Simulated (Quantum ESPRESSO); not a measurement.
# Rh: equation of state with rev-vdW-DF2

**The experiment to reproduce.**

“Thermal equation of state of rhodium characterized by XRD in a resistively heated diamond anvil cell”, 2024, pmc:11535440 quotes, for a bulk crystal of Rh: bulk modulus 264 ± 1 GPa.

Rh:

```
CELL_PARAMETERS angstrom
0.00000 1.89785 1.89785
1.89785 0.00000 1.89785
1.89785 1.89785 0.00000
ATOMIC_POSITIONS crystal
Rh 0.00000 0.00000 0.00000
```

```
Program             : Quantum ESPRESSO 7.5
Task                : equation of state
Functional          : rev-vdW-DF2
Potentials or basis : PseudoDojo 0.4.1 SR PBE standard
Cutoff              : 1197 eV
Density cutoff      : 4789 eV
k mesh              : 12 × 12 × 12
Occupations         : fermi-dirac, width 0.05 eV
Spin                : no spin polarisation
```

The equilibrium volume is 13.82 Å³/atom. The bulk modulus is 274 GPa and the pressure derivative of the bulk modulus is 5.2.

Energy against volume, from the lowest point:
| volume (Å³/atom) | energy (meV/atom) |
| --- | --- |
| 12.851 | 66.28 |
| 13.125 | 32.18 |
| 13.398 | 10.72 |
| 13.671 | 0.42 |
| 13.945 | 0.00 |
| 14.218 | 8.33 |
| 14.492 | 24.39 |

All runs of the series together: 11 min on 1 thread of Intel(R) Xeon(R) Platinum 8259CL CPU @ 2.50GHz (Skylake/Cascade Lake), with other jobs on the host.

Against the measured bulk modulus of Rh, 264 GPa (quoted in “Thermal equation of state of rhodium characterized by XRD in a resistively heated diamond anvil cell”, 2024, pmc:11535440), the calculated 274 GPa is off by +3.6 %. The fit is for a static lattice scaled at fixed shape and fixed fractional positions.

Caveat: the potentials were made for another functional, which shifts forces and pressure.
